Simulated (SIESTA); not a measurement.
Crystal: HfN.

```
CELL_PARAMETERS angstrom
0.00000 2.45482 2.45482
2.45482 0.00000 2.45482
2.45482 2.45482 0.00000
ATOMIC_POSITIONS crystal
Hf 0.00000 0.00000 0.00000
N 0.25000 0.25000 0.25000
```

The cell comes from a database or a generator and needn't be the stable form of this composition.

```yaml
Program: SIESTA 5.4.2
Task: single point
Functional: PBEsol
Potentials_or_basis: PseudoDojo 0.4 standard (PBEsol files)
Basis: DZP (energy shift 0.003 Ry; two zetas on semicore shells)
Grid_cutoff: 800 Ry
Energy_shift: 0.003 Ry
k_mesh: 9 × 9 × 9
Occupations: fermi-dirac, width 0.05 eV
Spin: no spin polarisation
```

On this cell: pressure -3.3 GPa; largest force zero by symmetry; band gap on the k mesh none (metal or under the smearing width).

The same run follows on a disturbed copy (atoms moved at random, drawn with an rms of 0.05 Å):

```
Hf N
1.0
     0.00000    2.45482    2.45482
     2.45482    0.00000    2.45482
     2.45482    2.45482    0.00000
Hf N
1 1
Direct
  0.99847 0.99706 0.99660
  0.26378 0.24281 0.23936
```

Q: What does the disturbed cell give?

A: The energy (extrapolated to zero smearing) moves by +6.4 meV/atom; pressure -3.0 GPa; largest force 0.590 eV/Å; band gap on the k mesh none (metal or under the smearing width).

Forces in eV/Å, atoms in the order of the input:
```
Hf  -0.374  0.278  0.361
N    0.374 -0.278 -0.361
```

Stress tensor (GPa, compression positive):
```
-3.04 -1.69 -1.29
-1.69 -3.04  1.75
-1.29  1.75 -3.04
```

Caveats: short orbitals over semicore shells can move pressures by several GPa; the basis of atomic orbitals isn't converged, which shifts pressures, moduli and gaps.
